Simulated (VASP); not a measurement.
# Al2Cu (I4/mmm) in VASP: reference runs, part 2 of 2

VASP 6.6.1. Earlier steps stand in the parts before.

## Step 7: Equation of state, PBEsol, 16.30 Å³/atom (volume scaled by 1.04)

Contents of INCAR:

```
PREC     = Accurate       # precision mode
ENCUT    = 520            # plane-wave cutoff, eV
EDIFF    = 1E-7           # SCF threshold, eV
ISMEAR   = -1             # smearing method
SIGMA    = 0.05           # smearing width, eV
LREAL    = False          # projectors in reciprocal space
LASPH    = True           # aspherical terms in the spheres
NELM     = 60             # most SCF steps
ALGO     = Normal         # electronic algorithm
ISIF     = 2              # what is computed and relaxed
LWAVE    = False          # write WAVECAR
LCHARG   = False          # write CHGCAR
GGA      = PS             # functional
NBANDS   = 16             # bands
```

Contents of KPOINTS:

```
Automatic mesh
0
Gamma
  9 9 9
```

Contents of POSCAR:

```
Al2Cu
1.0
   -2.0570555311      2.0570555311      2.8886126973
    2.0570555311     -2.0570555311      2.8886126973
    2.0570555311      2.0570555311     -2.8886126973
Cu Al
1 2
Direct
    0.5000000000      0.5000000000      0.0000000000
    0.2500000000      0.7500000000      0.5000000000
    0.7500000000      0.2500000000      0.5000000000
```

Potentials or basis: VASP PAW PBE potentials, release 64 (Cu, Al).

On the command line:

```
$ cat potpaw_PBE.64/Cu/POTCAR potpaw_PBE.64/Al/POTCAR > POTCAR
$ mpirun -np 1 vasp_std > vasp.out
```

OUTCAR:

```text
PREC = Accurate
   ENCUT = 520
   EDIFF = 1E-7
   ISMEAR = -1
   LREAL = False
   LASPH = True
   NELM = 60
   ISIF = 2
   GGA = PS

 Found     75 irreducible k-points:

 Following reciprocal coordinates:
            Coordinates               Weight
  0.000000  0.000000  0.000000      1.000000
  0.111111  0.000000 -0.000000      8.000000
  0.222222  0.000000 -0.000000      8.000000
  0.333333  0.000000 -0.000000      8.000000
  0.444444  0.000000 -0.000000      8.000000
  0.111111  0.111111 -0.000000      8.000000
   k-points           NKPTS =     75   k-points in BZ     NKDIM =     75   number of bands    NBANDS=     16
[... 185 lines left out ...]

 [... further k-points ...]
[... 5 lines left out ...]
  --------------------------------------------------------------------------------------
  -------------------------------------------------------------------------------------
  Total       -1.1255210     -1.1255210     -1.0774854      0.0000000     -0.0000000     -0.0000000
  in kB      -36.8827116    -36.8827116    -35.3086129      0.0000000     -0.0000000     -0.0000000
  external PRESSURE =     -36.3580121 kB  Pullay stress =       0.0000000 kB

 VOLUME and BASIS-vectors are now :
 -----------------------------------------------------------------------------
  energy-cutoff  :      520.00
  volume of cell :       48.89
      direct lattice vectors                 reciprocal lattice vectors
    -2.057055531  2.057055531  2.888612697     0.000000000  0.243065874  0.173093472
     2.057055531 -2.057055531  2.888612697     0.243065874  0.000000000  0.173093472
     2.057055531  2.057055531 -2.888612697     0.243065874  0.243065874  0.000000000

 POSITION                                       TOTAL-FORCE (eV/Angst)
 -----------------------------------------------------------------------------------
      0.00000      0.00000      2.88861         0.000000     -0.000000      0.000000
      2.05706     -0.00000      1.44431        -0.000000      0.000000      0.000000
     -0.00000      2.05706      1.44431         0.000000     -0.000000     -0.000000
 -----------------------------------------------------------------------------------
    total drift:                                0.000000     -0.000000      0.000000

  FREE ENERGIE OF THE ION-ELECTRON SYSTEM (eV)
  ---------------------------------------------------
  free  energy   TOTEN  =       -12.9858682025 eV

  energy  without entropy=      -12.9729674578  energy(sigma->0) =      -12.97941783
```

OSZICAR:

```text
N       E                     dE             d eps       ncg     rms          rms(c)
DAV:   1     0.608239559109E+02    0.60824E+02   -0.68570E+03  2408   0.112E+03
DAV:   2    -0.130412998587E+02   -0.73865E+02   -0.65259E+02  2592   0.197E+02
DAV:   3    -0.154777818265E+02   -0.24365E+01   -0.23921E+01  3304   0.412E+01
DAV:   4    -0.155302910335E+02   -0.52509E-01   -0.52490E-01  2816   0.519E+00
DAV:   5    -0.155328571674E+02   -0.25661E-02   -0.25661E-02  3792   0.125E+00    0.158E+01
DAV:   6    -0.183113033520E+02   -0.27784E+01   -0.50030E+01  2672   0.227E+02    0.131E+01
DAV:   7    -0.132312563410E+02    0.50800E+01   -0.12480E+01  3000   0.755E+01    0.288E+00
DAV:   8    -0.130114921155E+02    0.21976E+00   -0.12310E+00  3448   0.307E+01    0.148E+00
DAV:   9    -0.129867758370E+02    0.24716E-01   -0.12587E-01  3792   0.645E+00    0.287E-01
DAV:  10    -0.129891896238E+02   -0.24138E-02   -0.34760E-03  3320   0.164E+00    0.418E-01
DAV:  11    -0.129859371031E+02    0.32525E-02   -0.10907E-02  3064   0.358E+00    0.798E-02
DAV:  12    -0.129859270338E+02    0.10069E-04   -0.57833E-04  3608   0.286E-01    0.574E-02
DAV:  13    -0.129858803097E+02    0.46724E-04   -0.40506E-05  3296   0.205E-01    0.261E-02
DAV:  14    -0.129858678644E+02    0.12445E-04   -0.34336E-05  3336   0.179E-01    0.112E-03
DAV:  15    -0.129858682433E+02   -0.37892E-06   -0.31385E-06  3664   0.169E-02    0.420E-03
DAV:  16    -0.129858682025E+02    0.40830E-07   -0.54925E-08  1616   0.752E-03
   1 F= -.12985868E+02 E0= -.12979418E+02  d E =-.129007E-01
```

stdout:

```text
POSCAR found type information on POSCAR CuAl
 POSCAR found :  2 types and       3 ions
 scaLAPACK will be used
 -----------------------------------------------------------------------------
|                                                                             |
|                                                                             |
|     You enforced a specific xc type in the INCAR file but a different       |
|     I HOPE YOU KNOW WHAT YOU ARE DOING!                                     |
|                                                                             |
 -----------------------------------------------------------------------------

 LDA part: xc-table for (Slater+PW92), standard interpolation
 POSCAR, INCAR and KPOINTS ok, starting setup
 FFT: planning ... GRIDC
 FFT: planning ... GRID_SOFT
 FFT: planning ... GRID
 WAVECAR not read
 entering main loop
```

It took 73 s on 1 thread of Intel Xeon Platinum 8488C (Sapphire Rapids), shared host; peak memory 0.2 GiB.

What came out:

```yaml
Free_energy: -12.9859 eV
Pressure: -3.6 GPa
Band_gap_on_the_k_mesh: none (metal or under the smearing width)
```

Caveat: the PAW data sets were made with another functional, which shifts forces and pressure a little.

## Step 8: Equation of state, PBEsol, 16.61 Å³/atom (volume scaled by 1.06)

INCAR is that of step 7.

KPOINTS is that of step 7.

Contents of POSCAR:

```
Al2Cu
1.0
   -2.0701581488      2.0701581488      2.9070120003
    2.0701581488     -2.0701581488      2.9070120003
    2.0701581488      2.0701581488     -2.9070120003
Cu Al
1 2
Direct
    0.5000000000      0.5000000000      0.0000000000
    0.2500000000      0.7500000000      0.5000000000
    0.7500000000      0.2500000000      0.5000000000
```

On the command line:

```
$ cat potpaw_PBE.64/Cu/POTCAR potpaw_PBE.64/Al/POTCAR > POTCAR
$ mpirun -np 1 vasp_std > vasp.out
```

It took 66 s on 1 thread of Intel Xeon Platinum 8488C (Sapphire Rapids), shared host; peak memory 0.2 GiB.

Results (log left out):

| Property | Result |
| --- | --- |
| Free energy | -12.9604 eV |
| Pressure | -5.2 GPa |
| Band gap on the k mesh | none (metal or under the smearing width) |

Caveat: the PAW data sets were made with another functional, which shifts forces and pressure a little.

## Step 9: Single point, PBEsol (atoms moved at random, drawn with an rms of 0.05 Å)

INCAR: that of step 8 with these lines changed.

```diff
@@ -11,4 +11,6 @@
 LWAVE    = False          # write WAVECAR
-LCHARG   = False          # write CHGCAR
+LCHARG   = True           # write CHGCAR
 GGA      = PS             # functional
+LELF     = True           # ELF
+LVHAR    = True         
 NBANDS   = 16             # bands
```

KPOINTS is that of step 8.

Contents of POSCAR:

```
Al2Cu
1.0
   -2.0303375000      2.0303375000      2.8510940000
    2.0303375000     -2.0303375000      2.8510940000
    2.0303375000      2.0303375000     -2.8510940000
Cu Al
1 2
Direct
    0.5041870000      0.4947320000      0.0022620000
    0.2455800000      0.7451240000      0.5011330000
    0.7479760000      0.2497260000      0.5009340000
```

Potentials or basis: VASP PAW PBE potentials, release 64 (Cu, Al).

On the command line:

```
$ cat potpaw_PBE.64/Cu/POTCAR potpaw_PBE.64/Al/POTCAR > POTCAR
$ mpirun -np 1 vasp_std > vasp.out
```

Wall time 6.9 min (1 thread of Intel Xeon Platinum 8488C (Sapphire Rapids), shared host); peak memory 0.38 GiB.

The run converged. Its results:

```
Free energy            : -13.0018 eV
Pressure               : 0.2 GPa
Largest force          : 0.230 eV/Å
Band gap on the k mesh : none (metal or under the smearing width)
```

Forces in eV/Å, atoms in the order of the input:
```
Cu   0.130 -0.176 -0.073
Al  -0.049  0.074  0.114
Al  -0.081  0.102 -0.041
```

Stress tensor (GPa, compression positive):
```
-0.27  0.02 -0.10
 0.02  0.55 -0.09
-0.10 -0.09  0.34
```

Levels at points of the mesh, in eV from the Fermi level:
```tsv
k point	band 7	band 8	band 9	band 10	band 11	band 12
(0.00, 0.00, 0.00)	2.84	2.90	2.92	2.97	3.01	3.05
```

Caveat: the PAW data sets were made with another functional, which shifts forces and pressure a little.

## Step 10: Equation of state, PBEsol

No new run: the results of the series are fitted here.

What came out:

```
Equilibrium volume                        : 15.70 Å³/atom
Bulk modulus at fixed shape and positions : 103 GPa
Pressure derivative of the bulk modulus   : 4.5
```

Energy against volume, from the lowest point:
| volume (Å³/atom) | energy (meV/atom) |
| --- | --- |
| 14.730 | 21.62 |
| 15.044 | 9.53 |
| 15.357 | 2.50 |
| 15.671 | 0.00 |
| 15.984 | 1.57 |
| 16.297 | 6.78 |
| 16.611 | 15.26 |

Caveat: the cell was scaled at fixed shape and fractional positions, which overstates the stiffness of a crystal with free parameters, most of all of layers and chains; the PAW data sets were made with another functional, which shifts forces and pressure a little.

## Step 11: The runs side by side

| task | cell | gap on the mesh (eV) | pressure (GPa) |
| --- | --- | --- | --- |
| single point | as given | none | 0.1 |
| single point | atoms moved at random, drawn with an rms of 0.05 Å | none | 0.2 |
| equation of state | as given | - | - |

Alike in all rows: level PBEsol; potentials or basis VASP PAW PBE potentials, release 64 (Cu, Al); no spin polarisation; k mesh 9 × 9 × 9; cutoff (eV) 520; smearing fermi-dirac 0.05 eV.

Caveats: the PAW data sets were made with another functional, which shifts forces and pressure a little; the cell was scaled at fixed shape and fractional positions, which overstates the stiffness of a crystal with free parameters, most of all of layers and chains (some runs).

Absolute energies hang on the potentials; compare differences alone.
